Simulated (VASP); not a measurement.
## Hf: relaxation of shape and atoms at fixed volume with PBEsol

Crystal: Hf.

```
Hf
1.0
     3.13481    0.00000    0.00000
    -1.56740    2.71482    0.00000
     0.00000    0.00000    4.95661
Hf
2
Cartesian
  0.0000 1.8099 1.2392
  1.5674 0.9049 3.7175
```

The cell isn't the ideal one: a relaxed cell with its volume scaled by 0.98.

```json
{"Program": "VASP 6.6.1", "Task": "relaxation of shape and atoms at fixed volume", "Functional": "PBEsol", "Potentials or basis": "VASP PAW PBE potentials, release 64 (Hf_pv)", "Cutoff": "600 eV", "k mesh": "15 × 15 × 7", "Occupations": "methfessel-paxton, width 0.1 eV", "Spin": "no spin polarisation", "Further INCAR settings": "ALGO = Normal; EDIFF = 1e-07; IBRION = 2; EDIFFG = -0.01; NSW = 40; ISIF = 4"}
```

```yaml
Energy_gained_by_relaxing: 0.0 meV/atom
Ionic_steps: 2
Pressure_after_relaxing: 2.4 GPa
Band_gap_on_the_k_mesh: none (metal or under the smearing width)
```

Final structure:
```
Hf
1.0
     3.13366    0.00000    0.00000
    -1.56683    2.71383    0.00000
     0.00000    0.00000    4.96025
Hf
2
Direct
  0.33333 0.66667 0.25000
  0.66667 0.33333 0.75000
```

Levels at points of the mesh, in eV from the Fermi level:
```csv
k point,band 7,band 8,band 9,band 10,band 11,band 12,band 13,band 14
"(0.00, 0.00, 0.00)",-7.60,-3.92,0.88,1.17,1.17,1.46,2.05,2.05
```

Wall time 52 s on 1 thread of Intel(R) Xeon(R) Platinum 8488C (Sapphire Rapids), with other jobs on the host, peak memory 0.22 GiB.

Caveat: the PAW data sets were made with another functional, which shifts forces and pressure a little. Spin-orbit coupling is left out, which matters for the levels of Hf.
